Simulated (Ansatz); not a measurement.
# A strain series on BP (zincblende): uniaxial along z, other directions held

BP built on the zincblende prototype, relaxed with r2SCAN in Ansatz 0.2.0, then strained (uniaxial along z, other directions held; changes of length per length, axes as in the cell below) with the atoms relaxed again within the symmetry that is left. The symmetry is F-43m (No. 216, cubic); conventional cell a = 4.537 Å, 11.67 Å³ an atom. B has 4 P at 1.96 Å; P has 4 B at 1.96 Å. Calculated for a static, non-magnetic cell.

```yaml
crystal:
  lattice:
    - [0.00000, 2.26832, 2.26832]
    - [2.26832, 0.00000, 2.26832]
    - [2.26832, 2.26832, 0.00000]
  atoms:
    - { symbol: B, position: [0.00000, 0.00000, 0.00000] }
    - { symbol: P, position: [0.25000, 0.25000, 0.25000] }
```

Gaps are the least over each mesh (PBE 10×10×10, r2SCAN 10×10×10, HSE06 6×6×6 when unstrained) and the special points, which keep their unstrained names; stress is the change from the unstrained cell, compression positive.

| strain (%) | gap, PBE (eV) | gap, r2SCAN (eV) | gap, HSE06 (eV) | edges, HSE06 | stress along the strain, r2SCAN (GPa) | energy rise, r2SCAN (meV/atom) |
| --- | --- | --- | --- | --- | --- | --- |
| -4.25 | 0.521 | 0.660 | 1.216 | Γ → Γ–X (0.83) | +16.07 | 24.5 |
| -4.0 | 0.564 | 0.705 | 1.261 | Γ → Γ–X (0.83) | +15.09 | 21.6 |
| -3.0 | 0.735 | 0.884 | 1.440 | Γ → Γ–X (0.83) | +11.20 | 12.1 |
| -2.47 | 0.825 | 0.978 | 1.534 | Γ → Γ–X (0.83) | +9.17 | 8.2 |
| -2.0 | 0.905 | 1.061 | 1.617 | Γ → Γ–X (0.83) | +7.39 | 5.3 |
| -1.0 | 1.072 | 1.237 | 1.792 | Γ → Γ–X (0.83) | +3.65 | 1.3 |
| 0.0 | 1.238 | 1.410 | 1.964 | Γ → Γ–X (0.83) | 0.00 | 0.0 |
| +1.0 | 1.177 | 1.346 | 1.900 | Γ → Γ–X (0.82) | -3.57 | 1.3 |
| +2.0 | 1.118 | 1.282 | 1.837 | Γ → Γ–X (0.82) | -7.07 | 5.2 |
| +4.0 | 1.002 | 1.158 | 1.713 | Γ → Γ–X (0.82) | -13.80 | 20.5 |

Between zero and the nearest strains the slope of the HSE06 gap against strain is +0.172 eV per percent for negative and -0.064 for positive strain; it falls either way, as happens when edge states split or other valleys take over.

Where an edge lies off the special points, it is a point of the mesh or the k point where a search put PBE's edge or least direct gap, reused for the other functionals, whose own edges may lie a little apart.

The meshes of the hybrids are coarse, so their gaps aren't converged to the digits shown.
